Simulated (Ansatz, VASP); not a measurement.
# One calculation of TiO2, two programs

```xyz
12
Lattice="-4.5937 0.0000 -2.9581 0.0000 -4.5937 0.0000 -4.5937 0.0000 2.9581" Properties=species:S:1:pos:R:3 pbc="T T T"
Ti    0.0000    0.0000    0.0000
Ti   -4.5937    0.0000    0.0000
Ti   -2.2969   -2.2969    1.4791
Ti   -2.2969   -2.2969   -1.4791
O    -7.7850   -3.1913    0.0000
O    -3.1913   -3.1913    0.0000
O    -3.6993   -0.8944   -1.4791
O    -3.6993   -0.8944    1.4791
O    -5.9962   -1.4025    0.0000
O    -1.4025   -1.4025    0.0000
O    -5.4881   -3.6993   -1.4791
O    -5.4881   -3.6993    1.4791
```

Alike in both runs: task single point; functional PBE; k mesh 3 × 4 × 3; occupations fermi-dirac, width 0.05 eV; collinear spin.

|  | VASP | Ansatz |
| --- | --- | --- |
| version | VASP 6.6.1 | Ansatz 0.2.0 |
| potentials or method | VASP PAW PBE potentials, release 64 (Ti_sv, O) | PAW, plane waves, scalar-relativistic |
| plane-wave cutoff (eV) | 520 | 420 |
| valence electrons in the cell | 96 | 96 |

Ansatz gave:

- pressure (GPa): 5.3
- largest component of the traceless stress (GPa): 0.56
- rms of the force components (eV/Å): 0.064
- net moment per atom (μB): 0.00

Q: Estimate VASP's values.

A: Pressure (GPa): 6.0; largest component of the traceless stress (GPa): 0.34; rms of the force components (eV/Å): 0.077; net moment per atom (μB): 0.00.

Atom by atom the forces differ by 0.013 eV/Å (rms over components). With one functional, cell and mesh, what is left measures potentials, basis and numerics. Ansatz warned: «seeded_moment_not_kept».

Caveats: the k mesh is coarse (spacing up to 0.42 Å⁻¹), so the values aren't converged. A k mesh can miss the band edges.
